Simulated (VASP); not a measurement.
Set up this calculation in VASP 6.6.1, as the native input.

| Property | Result |
| --- | --- |
| Task | relaxation of cell and atoms |
| Functional | PBEsol |
| Potentials or basis | VASP PAW PBE potentials, release 64 (Na_pv, F) |
| Cutoff | 600 eV |
| k mesh | 4 × 4 × 4 |
| Occupations | gaussian, width 0.02 eV |
| Spin | no spin polarisation |
| Further INCAR settings | ALGO = Fast; EDIFF = 1e-07; IBRION = 2; EDIFFG = -0.005; NSW = 90; ISIF = 3 |

The structure of NaF lies in POSCAR:

```
NaF
1.0
    0.0000000000      2.3200000000      2.3200000000
    2.3200000000      0.0000000000      2.3200000000
    2.3200000000      2.3200000000      0.0000000000
Na F
1 1
Direct
    0.0000000000      0.0000000000      0.0000000000
    0.5000000000      0.5000000000      0.5000000000
```

One way to write it, as run:

INCAR

```
SYSTEM = NaF
PREC = Accurate ; ENCUT = 600
EDIFF = 1E-7 ; ISMEAR = 0
SIGMA = 0.02 ; LREAL = .FALSE.
LASPH = .TRUE. ; NELM = 80
ALGO = Fast ; ISIF = 3
LWAVE = .FALSE. ; LCHARG = .FALSE.
GGA = PS ; IBRION = 2
NSW = 90 ; EDIFFG = -0.005
```

KPOINTS

```
regular mesh
0
G
  4 4 4
  0 0 0
```

Potentials or basis: VASP PAW PBE potentials, release 64 (Na_pv, F).

The run is started by

```sh
$ cat potpaw_PBE.64/Na_pv/POTCAR potpaw_PBE.64/F/POTCAR > POTCAR
$ mpirun -np 1 vasp_std > vasp.out
```

Results of the run:

```
Relaxed volume                         : 12.37 Å³/atom
Relaxed cell                           : a = 3.270 Å, b = 3.270 Å, c = 3.270 Å, α = 60.00°, β = 60.00°, γ = 60.00°
Space group after relaxing (to 0.05 Å) : Fm-3m (No. 225)
Energy gained by relaxing              : 0.2 meV/atom
Ionic steps                            : 3
Pressure after relaxing                : 0.0 GPa
Band gap on the k mesh                 : 6.19 eV, direct
```

Caveat: the k mesh is coarse (spacing up to 0.59 Å⁻¹), so the values aren't converged; the PAW data sets were made with another functional, which shifts forces and pressure a little.

Run time: 20 s on 1 thread of AMD EPYC 7R13 Processor (Zen 3) (shared host), peak memory 0.12 GiB.
